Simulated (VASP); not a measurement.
BaO (strained rocksalt): one PBE single-point calculation in two programs

```
CELL_PARAMETERS angstrom
0.00000 2.68878 2.68878
2.68878 0.00000 2.68878
2.68878 2.68878 0.00000
ATOMIC_POSITIONS crystal
Ba 0.00000 0.00000 0.00000
O 0.50000 0.50000 0.50000
```

Each program uses its own PAW datasets. VASP's cell holds 16 valence electrons and Ansatz's 16. Ansatz's stress includes a Pulay correction; VASP's doesn't.

Cutoffs: 520 eV in VASP, 420 eV in Ansatz. k meshes: 8×8×8 and 8×8×8.

```
                               VASP   Ansatz
gap between bands v and c   1.62 eV  1.70 eV
         least direct gap   1.62 eV  1.70 eV
                 pressure  11.9 GPa  9.5 GPa
```

Band v is the last that the valence electrons fill when counted band by band, and c is the next. Levels in eV from the top of v, Ansatz:

```csv
point,v−1,v,c,c+1
Γ,-0.74,-0.74,3.99,4.66
X,-0.38,0.00,1.70,6.37
K,-1.04,-0.19,3.22,6.53
L,-1.92,-1.92,5.03,7.45
W,-0.29,-0.29,4.46,4.46
```

VASP:

| point | v−1 | v | c | c+1 |
| --- | --- | --- | --- | --- |
| Γ | -0.60 | -0.60 | 3.92 | 4.58 |
| X | -0.30 | 0.00 | 1.62 | 6.31 |
| K | -1.01 | -0.19 | 3.24 | 6.76 |
| L | -1.93 | -1.93 | 4.98 | 7.38 |
| W | -0.28 | -0.28 | 4.55 | 4.55 |
